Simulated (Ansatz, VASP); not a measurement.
GaSb in VASP and in Ansatz

```
Ga Sb
1.0
     3.02629    0.00000    0.00000
     0.00000    3.02629    0.00000
     0.00000    0.00000    6.20298
Ga Sb
1 1
Direct
  0.00000 0.00000 0.00000
  0.00000 0.00000 0.50000
```

Alike in both runs: task single point; functional PBE; k mesh 14 × 14 × 8; occupations gaussian, width 0.1 eV; no spin polarisation.

|  | VASP | Ansatz |
| --- | --- | --- |
| version | VASP 6.6.1 | Ansatz 0.2.0 |
| potentials or method | VASP PAW PBE potentials, release 64 (Ga_d, Sb) | scalar-relativistic, plane waves, PAW |
| plane-wave cutoff (eV) | 520 | 420 |
| valence electrons in the cell | 18 | 28 |

|  | VASP | Ansatz | Ansatz less VASP |
| --- | --- | --- | --- |
| gap on the k mesh at the Fermi level (eV) | none | none | - |
| pressure (GPa) | -2.7 | -2.7 | -0.01 |
| largest component of the traceless stress (GPa) | 1.76 | 1.77 | +0.007 |

A gap of «none» marks a metal or a gap that the smearing closes. The functional is the same, so the differences come from potentials, cutoffs and numerics. The two sets of potentials don't hold the same shells in valence.

The runs have no spin-orbit coupling, so splittings on Sb are missing.
